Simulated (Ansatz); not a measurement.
Candidate structures of K

Level of theory: Ansatz 0.2.0, DFT, LDA, all-electron LAPW, scalar-relativistic.

Each cell is taken as listed (from a database or a relaxation; residual pressures are under 0.6 GPa and forces under 0.08 eV/Å), on meshes of about 0.2 Å⁻¹ spacing; energies are extrapolated to zero smearing, with no zero-point or thermal terms. Other structures, the observed one among them, may be missing from this set and lie lower. No run is spin-polarised.

**Question.** Order the structures by energy per atom, lowest first, and give the differences.
A.
```cif
data_structure
_symmetry_space_group_name_H-M 'Fm-3m'
_symmetry_Int_Tables_number 225
_cell_length_a 6.7837
_cell_length_b 6.7837
_cell_length_c 6.7837
_cell_angle_alpha 90.000
_cell_angle_beta 90.000
_cell_angle_gamma 90.000
_cell_volume 312.18
loop_
_atom_site_label
_atom_site_type_symbol
_atom_site_symmetry_multiplicity
_atom_site_Wyckoff_symbol
_atom_site_fract_x
_atom_site_fract_y
_atom_site_fract_z
_atom_site_occupancy
K1 K 4 a 0.00000 0.00000 0.00000 1
```
(MP-relaxed cell mp-10157; 11×11×11 mesh on the primitive cell, smearing 0.05 eV, P = -0.6 GPa)
B.
Space group Im-3m (No. 229). a = 5.236 Å, b = 5.236 Å, c = 5.236 Å, α = 90.00°, β = 90.00°, γ = 90.00°
```tsv
atom	site	symmetry	x	y	z
K	2a	m-3m	0.0000	0.0000	0.0000
```
(COD 9011006, measured; 10×10×10 mesh on the primitive cell, smearing 0.08 eV, P = -0.4 GPa)

**Answer.** B (0 meV/atom), A (17 meV/atom).
